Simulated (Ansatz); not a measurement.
Here is an Ansatz 0.2.0 calculation.

The input input.yaml:

```yaml
crystal:
  lattice:
    - [3.1967, 0.0, 0.0]
    - [-1.59835, 2.7684234083, 0.0]
    - [0.0, 0.0, 5.0578]
  atoms:
    - { symbol: Hf, position: [0.6666666667, 0.3333333333, 0.75] }
    - { symbol: Hf, position: [0.3333333333, 0.6666666667, 0.25] }
hamiltonian:
  xc: rpbe
  pseudopotentials: { kind: paw }
kpoints:
  mp_grid: { grid: [10, 10, 5] }
scf:
  occupations: { method: gaussian, width: 0.02 }
output:
  forces: true
  stress: true
  eigenvalues: true
```

Potentials or basis: Ansatz PAW.

The run is started by

```sh
$ ansatz run input.yaml --threads 2 --pin off --max-ram 5632MiB --backend cpu --events-out ev --progress --plain --runs-dir out
```

Question: Estimate the pressure.

Answer: 3.5 GPa.

Question: Estimate the band gap on the k mesh.

Answer: None (metal or under the smearing width).

Stress tensor (GPa, compression positive):
```
3.54 0.00 0.00
0.00 3.54 0.00
0.00 0.00 3.28
```

Caveat: the PAW data sets come from PBE, with cores solved anew for the run's functional, which leaves a small shift of forces and pressure. The run has no spin-orbit coupling, so splittings on Hf are missing.
